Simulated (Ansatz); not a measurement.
Crystal: MoS2.

```
Mo S
1.0
     3.16900    0.00000    0.00000
    -1.58450    2.74443    0.00000
     0.00000    0.00000   12.32400
Mo S
2 4
Cartesian
  1.5845 0.9148 9.2430
  0.0000 1.8296 3.0810
  1.5845 0.9148 4.6461
  0.0000 1.8296 10.8081
  1.5845 0.9148 1.5159
  0.0000 1.8296 7.6779
```

| Item | Value |
| --- | --- |
| Program | Ansatz 0.2.0 |
| Task | relaxation of cell and atoms |
| Functional | PBEsol |
| Dispersion | D3(BJ) |
| Potentials or basis | Ansatz PAW |
| Cutoff | 420 eV (not typed: the program's choice for these potentials) |
| k mesh | 10 × 10 × 3 |
| Occupations | fermi-dirac, width 0.05 eV |
| Spin | no spin polarisation |

At the start: volume 17.86 Å³/atom.

Problem. Where does the relaxation end?

Solution. It ends after 7 steps and the volume is 16.33 Å³/atom (-8.6 %); space group P6_3/mmc (No. 194, to 0.05 Å).

Step by step:
| step | energy change (eV) | largest force (eV/Å) | volume (Å³) |
| --- | --- | --- | --- |
| 1 | 0.0000 | 0.2969 | 107.18 |
| 2 | -0.0587 | 0.2418 | 94.15 |
| 3 | -0.1466 | 0.0474 | 99.12 |
| 4 | -0.1499 | 0.0335 | 97.85 |
| 5 | -0.1503 | 0.0029 | 98.03 |
| 6 | -0.1503 | 0.0001 | 98.00 |
| 7 | -0.1495 | 0.0000 | 98.00 |

Final structure:
```cif
data_structure
_symmetry_space_group_name_H-M 'P 1'
_symmetry_Int_Tables_number 1
_cell_length_a 3.1090
_cell_length_b 3.1090
_cell_length_c 11.7080
_cell_angle_alpha 90.000
_cell_angle_beta 90.000
_cell_angle_gamma 120.000
_cell_volume 98.00
loop_
_atom_site_label
_atom_site_type_symbol
_atom_site_fract_x
_atom_site_fract_y
_atom_site_fract_z
_atom_site_occupancy
Mo1 Mo 0.66667 0.33333 0.75000 1
Mo2 Mo 0.33333 0.66667 0.25000 1
S1 S 0.66667 0.33333 0.38352 1
S2 S 0.33333 0.66667 0.88352 1
S3 S 0.66667 0.33333 0.11648 1
S4 S 0.33333 0.66667 0.61648 1
```

Caveat: the plane-wave basis is chosen anew once the cell has moved, so the energies of steps on either side of that aren't comparable; the PAW data sets come from PBE, with cores solved anew for the run's functional, which leaves a small shift of forces and pressure.
